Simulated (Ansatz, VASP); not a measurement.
Si: VASP beside Ansatz

```
Si
1.0
    -1.62691    1.62691    1.32033
     1.62691   -1.62691    1.32033
     1.62691    1.62691   -1.32033
Si
1
Cartesian
  0.0000 0.0000 0.0000
```

This isn't the form of Si at room conditions, which is diamond.

Alike in both runs: task single point; functional LDA; k mesh 13 × 13 × 13; occupations gaussian, width 0.05 eV; no spin polarisation.

|  | VASP | Ansatz |
| --- | --- | --- |
| version | VASP 6.6.1 | Ansatz 0.2.0 |
| potentials or method | VASP PAW LDA potentials, release 64 (Si), cutoff 520 eV | all-electron LAPW, scalar-relativistic |

```csv
,VASP,Ansatz,Ansatz less VASP
gap on the k mesh at the Fermi level (eV),none,none,-
pressure (GPa),-0.2,-0.2,-0.03
largest component of the traceless stress (GPa),2.58,2.55,-0.031
```

A gap of «none» marks a metal or a gap that the smearing closes. Ansatz ran all-electron here, so the differences hold the error of VASP's frozen core and of both bases.
